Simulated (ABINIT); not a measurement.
Wanted: the native input for an ABINIT 10.8.3 (patched build) run.

* Task: single point
* Functional: PBE
* Potentials or basis: JTH PAW PBE v2.0
* Cutoff: 435 eV
* k mesh: 12 × 12 × 12
* Occupations: fermi-dirac, width 0.05 eV
* Spin: no spin polarisation
* Fine-grid cutoff: 870.764 eV
* Exchange and correlation inside the PAW spheres: full angular mesh (pawxcdev 0, this build's default; the released program takes 1)

The structure of Si2W lies in POSCAR:

```
Si2W
1.0
   -1.6069000000      1.6069000000      3.9149500000
    1.6069000000     -1.6069000000      3.9149500000
    1.6069000000      1.6069000000     -3.9149500000
W Si
1 2
Direct
    0.0000000000      0.0000000000      0.0000000000  W
    0.6653000000      0.6653000000      0.0000000000  Si
    0.3347000000      0.3347000000      0.0000000000  Si
```

These files were run (other wordings do the same):

run.abi

```
pp_dirpath "./"
pseudos "W.GGA_PBE-JTH.xml, Si.GGA_PBE-JTH.xml"

structure "poscar:POSCAR"
natom 3

ecut 435.382180 eV
pawecutdg 32.0

kptopt 1
ngkpt 12 12 12
nshiftk 1
shiftk 0.0 0.0 0.0

ixc 11

nband 15
occopt 3
tsmear 0.05 eV

nstep 100
tolvrs 1.0e-9

iomode 3
prtwf 0
prtden 0
prteig 0
prtebands 0
enunit 2
```

Potentials or basis: JTH PAW PBE v2.0.

Command:

```console
$ abinit run.abi > log 2>&1
```

It gave:

- Pressure: 3.0 GPa
- Largest force: 0.079 eV/Å
- Band gap on the k mesh: none (metal or under the smearing width)
- Valence electrons inside the program's atomic spheres: W 11.86; Si 1.56

Run time: 3.1 min on 1 thread of Arm Neoverse V1, on a shared host, peak memory 0.18 GiB.
